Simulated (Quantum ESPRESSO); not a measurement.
**Fe2O3 (Hematite) under changes of volume**

One of the cells (10.293 Å³/atom); the others are scaled copies at fixed shape and fractional positions:

```
Fe O
1.0
     2.53568    1.46398    4.62107
    -2.53568    1.46398    4.62107
     0.00000   -2.92795    4.62107
Fe O
4 6
Direct
  0.35530 0.35530 0.35530
  0.14470 0.14470 0.14470
  0.64470 0.64470 0.64470
  0.85530 0.85530 0.85530
  0.55590 0.25000 0.94410
  0.25000 0.94410 0.55590
  0.94410 0.55590 0.25000
  0.44410 0.75000 0.05590
  0.75000 0.05590 0.44410
  0.05590 0.44410 0.75000
```

```yaml
Program: Quantum ESPRESSO 7.5
Functional: LDA
Potentials_or_basis: GBRV 1.5 LDA
Cutoff: 612 eV
Density_cutoff: 4898 eV
k_mesh: 4 × 4 × 4
Occupations: fermi-dirac, width 0.05 eV
Spin: collinear spin, ferromagnetic start
Starting_moments: "[3.0, 3.0, 3.0, 3.0, 0.0, 0.0, 0.0, 0.0, 0.0, 0.0] μB"
```

```csv
volume (Å³/atom),energy over the lowest point (meV/atom),pressure (GPa),moment (μB per cell),largest force (eV/Å)
9.687,0.00,-22.1,10.06,1.302
9.889,27.88,-21.7,11.60,1.192
10.091,?,?,?,?
10.293,80.99,-23.0,13.60,0.956
10.494,110.78,-24.2,14.23,0.851
10.696,141.49,-24.8,15.12,0.702
```

What does the run at 10.091 Å³/atom give?

Energy over the lowest point 53.63 meV/atom; pressure -21.4 GPa; moment 13.00 μB per cell; largest force 1.048 eV/Å.

Worked out: A Birch-Murnaghan fit of order 3 (a polynomial in V^(-2/3)) to the other rows has no minimum within the range. It gives 54.32 meV/atom at 10.091 Å³/atom, against the run's 53.63, and -dE/dV = -21.2 GPa, against -21.4. A parabola through the other rows of the moment, of slope 5.26 μB per Å³/atom there, gives 12.61 μB, against the run's 13.00.

Energies are extrapolated to zero smearing.

Caveats: all runs use coarse meshes; only a ferromagnetic start was run, and an antiferromagnetic order may lie lower in energy; forces of over 1 eV/Å show positions far from the minimum, so gaps and moduli don't describe the material at rest (some runs).
